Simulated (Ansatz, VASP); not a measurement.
Given: the input of a run of VASP 6.6.1 on Ag.

Contents of run.py:

```python
from ase import Atoms
from ase.calculators.vasp import Vasp
from ase.dft.bandgap import bandgap

atoms = Atoms(
    ['Ag'],
    cell=[[0.0, 2.04275, 2.04275], [2.04275, 0.0, 2.04275], [2.04275, 2.04275, 0.0]],
    scaled_positions=[[0.0, 0.0, 0.0]],
    pbc=True,
)
calc = Vasp(
    directory='calc',
    xc='lda',
    pp='LDA',
    setups={'base': 'minimal', 'Ag': '_GW'},
    prec='Accurate',
    encut=550,
    ediff=1e-06,
    ismear=0,
    sigma=0.02,
    lreal=False,
    lasph=True,
    nelm=60,
    algo='Normal',
    isif=2,
    lwave=False,
    lcharg=True,
    lelf=True,
    lvhar=True,
    kpts=[11, 11, 11],
    gamma=True,
    nbands=12,
)
atoms.calc = calc

print('energy (eV):', atoms.get_potential_energy())
print('free energy (eV):', atoms.get_potential_energy(force_consistent=True))
print('forces (eV/A):')
print(atoms.get_forces())
print('stress (eV/A^3, Voigt):', atoms.get_stress())
print('Fermi level (eV):', calc.get_fermi_level())
gap, top, bottom = bandgap(calc)
print('band gap (eV):', gap, 'from (spin, k, band)', top, 'to', bottom)
```

Potentials or basis: VASP PAW LDA potentials, release 64 (Ag_GW).

Run with:

```console
$ python run.py
```

**Question.** Set up the same calculation for Ansatz 0.2.0. Potentials there: Ansatz PAW.

**Answer.** As run (the cutoff follows the program's own potentials):

input.yaml

```yaml
crystal:
  lattice:
    - [0.0, 2.04275, 2.04275]
    - [2.04275, 0.0, 2.04275]
    - [2.04275, 2.04275, 0.0]
  atoms:
    - { symbol: Ag, position: [0.0, 0.0, 0.0] }
hamiltonian:
  xc: lda
  pseudopotentials: { kind: paw }
kpoints:
  mp_grid: { grid: [11, 11, 11] }
scf:
  occupations: { method: gaussian, width: 0.02 }
output:
  forces: true
  stress: true
  eigenvalues: true
```

Potentials or basis: Ansatz PAW.

Launch:

```sh
$ ansatz run input.yaml --threads 2 --pin off --max-ram 5632MiB --backend cpu --events-out ev --progress --plain --runs-dir out
```

Both were run:

|  | VASP | Ansatz | Ansatz less VASP |
| --- | --- | --- | --- |
| gap on the k mesh at the Fermi level (eV) | none | none | - |
| pressure (GPa) | -7.8 | -7.7 | +0.04 |

A gap of «none» marks a metal or a gap that the smearing closes. The two sets of potentials don't hold the same shells in valence.

Caveats: the PAW data sets come from PBE, with cores solved anew for the run's functional, which leaves a small shift of forces and pressure (Ansatz).
